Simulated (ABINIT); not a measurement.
Input of an ABINIT 10.8.3 (patched build) run:

run.abi

```
# Pseudopotentials
pp_dirpath "./"
pseudos "Sn.GGA_PBE-JTH.xml"

# Structure
acell 3*1.0 Angstrom
rprim
    -1.8779300000     1.8983980000     1.9102480000
     1.8946180000    -1.8698070000     1.8983450000
     1.8874050000     1.8792820000    -1.8816570000
ntypat 1
znucl 50
natom 1
typat 1
xred
     0.0096000000     0.0063090000    -0.0032590000
chkprim 0
chksymtnons 0
tolsym 1.0e-6

# Plane-wave basis
ecut 598.650497 eV
pawecutdg 44.0
pawxcdev 0

# k points
kptopt 1
ngkpt 10 10 10
nshiftk 1
shiftk 0.0 0.0 0.0

# Exchange and correlation
ixc 11

# Bands and occupations
nband 11
occopt 3
tsmear 0.05 eV

# SCF cycle
nstep 100
tolvrs 1.0e-9

# Output
iomode 3
prtwf 0
prtden 0
prteig 0
prtebands 0
enunit 1
```

Potentials or basis: JTH PAW PBE v2.0.

Launch:

```sh
$ abinit run.abi > log 2>&1
```

Task: What does it give for the band gap on the k mesh?

Result: None (metal or under the smearing width).

Task: Estimate the pressure.

Result: 0.7 GPa.

Stress tensor (GPa, compression positive):
```
0.56 0.15 0.15
0.15 0.51 0.15
0.15 0.15 1.07
```
